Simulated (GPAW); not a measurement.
Set up this calculation in GPAW 26.7.0, as an ASE script.

| Property | Result |
| --- | --- |
| Task | band structure |
| Functional | PBEsol |
| Potentials or basis | PAW data sets generated in the run's folder for this functional |
| Cutoff | 600 eV |
| Basis | pw |
| k mesh | 6 × 6 × 6 |
| Occupations | fermi-dirac, width 0.05 eV |
| Spin | no spin polarisation |
| Maxiter | 150 |
| Band path | GHNGPH,PN |
| Band points | 60 |

Ge:

```
Ge
1.0
    -3.48417    3.48417    3.48417
     3.48417   -3.48417    3.48417
     3.48417    3.48417   -3.48417
Ge
8
Direct
  0.29890 0.29890 0.29890
  0.00000 0.20110 0.50000
  0.20110 0.50000 0.00000
  0.50000 0.00000 0.20110
  0.70110 0.70110 0.70110
  0.00000 0.79890 0.50000
  0.79890 0.50000 0.00000
  0.50000 0.00000 0.79890
```

This isn't the form of Ge at room conditions, which is diamond.

These files were run (other wordings do the same):

run.py

```python
from ase import Atoms
from ase.dft.bandgap import bandgap
from ase.io import write
from ase.units import GPa
from gpaw import GPAW, PW, setup_paths

setup_paths.insert(0, '.')

atoms = Atoms(['Ge', 'Ge', 'Ge', 'Ge', 'Ge', 'Ge', 'Ge', 'Ge'],
              cell=[[-3.48417028, 3.48417028, 3.48417028],
                    [3.48417028, -3.48417028, 3.48417028],
                    [3.48417028, 3.48417028, -3.48417028]],
              scaled_positions=[[0.29889908, 0.29889908, 0.29889908],
                                [0.0, 0.20110092, 0.5],
                                [0.20110092, 0.5, 0.0],
                                [0.5, 0.0, 0.20110092],
                                [0.70110092, 0.70110092, 0.70110092],
                                [0.0, 0.79889908, 0.5],
                                [0.79889908, 0.5, 0.0],
                                [0.5, 0.0, 0.79889908]],
              pbc=True)

calc = GPAW(mode=PW(600),
            xc='PBEsol',
            kpts={'size': (6, 6, 6), 'gamma': True},
            occupations={'name': 'fermi-dirac', 'width': 0.05},
            nbands=32,
            convergence={'density': 1e-05, 'energy': 1e-05},
            maxiter=150,
            txt='gpaw.txt')
atoms.calc = calc
energy = atoms.get_potential_energy()
forces = atoms.get_forces()
stress = atoms.get_stress()
calc.write('gs.gpw')
write('result.traj', atoms)
print(f'Energy: {energy:.6f} eV')
print('Forces (eV/A):')
print(forces.round(4))
print('Stress (GPa):', (stress / GPa).round(3))
print('Fermi level:', round(calc.get_fermi_level(), 4), 'eV')
print(f'Gap: {bandgap(calc)[0]:.4f} eV, direct: {bandgap(calc, direct=True)[0]:.4f} eV')

path = atoms.cell.bandpath('GHNGPH,PN', npoints=60, eps=1e-4)
bs_calc = calc.fixed_density(kpts=path, symmetry='off', nbands=58,
                             convergence={'bands': 'CBM+6.0', 'eigenstates': 1e-6}, txt='bands.txt')
bs = bs_calc.band_structure()
bs.write('bs.json')
print(f'Gap on the path: {bandgap(bs_calc)[0]:.4f} eV')
```

Potentials or basis: PAW data sets generated in the run's folder for this functional, pw.

Run with:

```sh
$ gpaw-setup -f PBEsol Ge
$ OMP_NUM_THREADS=1 python run.py
```

It gave:

```yaml
Pressure: -0.1 GPa
Largest_force: 0.240 eV/Å
Band_gap_along_the_path: none (metal or under the smearing width)
```

Wall time 5.5 min on 1 thread of Arm Neoverse V2, with other jobs on the host, peak memory 0.81 GiB.
